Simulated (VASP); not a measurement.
# Os: relaxation of cell and atoms with RPBE

The system is Os.

```
Os
1.0
    -1.51829    1.51829    1.51829
     1.51829   -1.51829    1.51829
     1.51829    1.51829   -1.51829
Os
1
Direct
  0.00000 0.00000 0.00000
```

This isn't the form of Os at room conditions, which is hcp.

```json
{
 "Program": "VASP 6.6.1",
 "Task": "relaxation of cell and atoms",
 "Functional": "RPBE",
 "Potentials or basis": "VASP PAW PBE potentials, release 64 (Os)",
 "Cutoff": "600 eV",
 "k mesh": "20 × 20 × 20",
 "Occupations": "gaussian, width 0.1 eV",
 "Spin": "no spin polarisation",
 "Further INCAR settings": "ALGO = Fast; EDIFF = 1e-07; IBRION = 2; EDIFFG = -0.005; NSW = 90; ISIF = 3"
}
```

- Relaxed volume: 14.93 Å³/atom
- Relaxed cell: a = 2.687 Å, b = 2.687 Å, c = 2.687 Å, α = 109.47°, β = 109.47°, γ = 109.47°
- Space group after relaxing (to 0.05 Å): Im-3m (No. 229)
- Energy gained by relaxing: 71.3 meV/atom
- Ionic steps: 17
- Pressure after relaxing: 0.0 GPa
- Band gap on the k mesh: none (metal or under the smearing width)

The path:
```csv
step,energy change (eV),largest force (eV/Å),pressure (GPa),volume (Å³)
1,0.0000,0.0000,26.14,14.00
2,0.7079,0.0000,-45.68,19.16
3,-0.0703,0.0000,-2.62,15.05
4,-0.0713,0.0000,-0.25,14.94
5,-0.0713,0.0000,0.19,14.93
6,-0.0713,0.0000,0.19,14.93
7,-0.0713,0.0000,0.17,14.93
8,-0.0713,0.0000,0.17,14.93
9,-0.0713,0.0000,0.17,14.93
10,-0.0713,0.0000,0.17,14.93
11,-0.0713,0.0000,0.17,14.93
12,-0.0713,0.0000,0.16,14.93
13,-0.0713,0.0000,0.16,14.93
14,-0.0713,0.0000,0.16,14.93
15,-0.0713,0.0000,0.13,14.93
16,-0.0713,0.0000,0.10,14.93
17,-0.0713,0.0000,0.04,14.93
```

Final structure:
```
Os
1.0
    -1.55125    1.55125    1.55125
     1.55125   -1.55125    1.55125
     1.55125    1.55125   -1.55125
Os
1
Direct
  0.00000 0.00000 0.00000
```

Levels at points of the mesh, in eV from the Fermi level:
```tsv
k point	band 1	band 2	band 3	band 4	band 5	band 6	band 7	band 8
(0.00, 0.00, 0.00)	-10.59	-3.18	-3.18	-3.18	-0.04	-0.04	16.18	16.18
(0.50, 0.00, 0.00)	-7.40	-5.15	-0.18	-0.17	0.55	3.08	8.63	12.43
(0.50, 0.50, 0.50)	-6.97	-6.97	2.30	2.30	2.30	7.76	7.76	7.76
```

It took 75 s on 1 thread of Intel(R) Xeon(R) 6975P-C (Granite Rapids) (shared host), peak memory 0.18 GiB.

Caveat: the PAW data sets were made with another functional, which shifts forces and pressure a little. The run has no spin-orbit coupling, so splittings on Os are missing.
